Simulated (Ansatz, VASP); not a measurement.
## Ir: VASP beside Ansatz

```
Ir
1.0
    -0.01920    1.91010    1.91010
     1.91010   -0.01920    1.91010
     1.91010    1.91010   -0.01920
Ir
1
Cartesian
  0.0000 0.0000 0.0000
```

Change from the starting cell: equal xy, yz and zx shear strains of -1 %.

Alike in both runs: task single point; functional PBEsol; k mesh 15 × 15 × 15; occupations fermi-dirac, width 0.05 eV; no spin polarisation.

|  | VASP | Ansatz |
| --- | --- | --- |
| version | VASP 6.6.1 | Ansatz 0.2.0 |
| potentials or method | VASP PAW PBE potentials, release 64 (Ir), cutoff 520 eV | all-electron LAPW, scalar-relativistic |

```tsv
	VASP	Ansatz	Ansatz less VASP
pressure (GPa)	-1.7	-2.7	-0.97
largest component of the traceless stress (GPa)	2.75	2.74	-0.009
```

Ansatz ran all-electron here, so the differences hold the error of VASP's frozen core and of both bases.

Caveats: the PAW data sets were made with another functional, which shifts forces and pressure a little (VASP). Spin-orbit coupling is left out, which matters for the levels of Ir.
